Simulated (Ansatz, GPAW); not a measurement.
## Ge: 3 runs at one level of theory

```
Ge
1.0
     1.48805   -2.59469    0.00000
     1.48805    2.59469    0.00000
     0.00000    0.00000    4.72760
Ge
2
Direct
  0.33345 0.66655 0.25000
  0.66655 0.33345 0.75000
```

This isn't the form of Ge at room conditions, which is diamond.

Alike in all runs: task band structure; functional PBEsol; k mesh 10 × 10 × 6; occupations fermi-dirac, width 0.05 eV; no spin polarisation; no spin-orbit coupling. A missing gap at this level doesn't show that the real crystal is a metal. Pressure is positive in compression and, in plane waves, holds the error of the finite cutoff, which Ansatz's Pulay term estimates and takes out.

```csv
program and potentials,plane-wave cutoff (eV),notes,band gap (eV),pressure (GPa)
"GPAW, PAW data sets generated for this functional",600,-,no gap,0.18
"Ansatz, all-electron LAPW, scalar-relativistic",-,-,no gap,0.54
"Ansatz, PAW datasets made for the crystal",140,-,no gap,0.54
```

None finds a gap. The pressure spans 0.18 (GPAW, PAW data sets generated for this functional) to 0.54 GPa (Ansatz, all-electron LAPW, scalar-relativistic), with all-electron results at 0.54.

Differences between rows come from potentials, basis sets and numerical settings, since the functional is the same but for its coding. Runs on potential files found faulty are left out.

The cell is a slightly distorted hexagonal close packing, and the absence of a gap in all three runs fits that geometry. In diamond-type Ge, tetrahedral sp³ bonds separate filled bonding from empty antibonding states. In close packing each atom has far more neighbours than its valence electrons can serve with electron-pair bonds, so the s and p states spread into broad, overlapping bands. Metallic character is therefore probably genuine here, and not just the gap underestimation that can also close the small gap of diamond-type Ge in semilocal calculations.

The small positive pressures place the cell close to the functional's equilibrium volume for this packing, only slightly compressed. Their spread corresponds to a very small change in lattice parameters, and the lower GPAW value may reflect its data sets or remaining basis error. Close-packed Ge is known experimentally only under strong compression, so this cell represents an expanded form of a high-pressure structure. A near-zero pressure shows balance against a change of volume, not stability against shear, phonons or transformation to diamond.
